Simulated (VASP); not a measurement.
Input of a VASP 6.6.1 run:

INCAR

```
SYSTEM = AgCl
ALGO = Normal ; EDIFF = 1E-6
ENCUT = 520 ; GGA = PE
ISIF = 2 ; ISMEAR = 0
LASPH = .True. ; LCHARG = .False.
LREAL = .False. ; LWAVE = .False.
NBANDS = 16 ; NELM = 100
PREC = Accurate ; SIGMA = 0.05
```

The input KPOINTS:

```
k-points
0
Gamma
  8 8 8
  0 0 0
```

The input POSCAR:

```
AgCl
1.0
    0.0000000000      2.7800828750      2.7800828750
    2.7731500000      0.0069328750      2.7731500000
    2.7731500000      2.7731500000      0.0069328750
Ag Cl
1 1
Direct
    0.5000000000      0.5000000000      0.5000000000
    0.0000000000      0.0000000000      0.0000000000
```

Potentials or basis: VASP PAW PBE potentials, release 64 (Ag, Cl).

Run with:

```sh
$ cat potpaw_PBE.64/Ag/POTCAR potpaw_PBE.64/Cl/POTCAR > POTCAR
$ mpirun -np 1 vasp_std > vasp.out
```

(1) What does it give for the band gap on the k mesh?

(2) Estimate the pressure.

## Answers

(1) 0.90 eV, indirect (least direct gap 3.18 eV).

(2) 1.5 GPa.
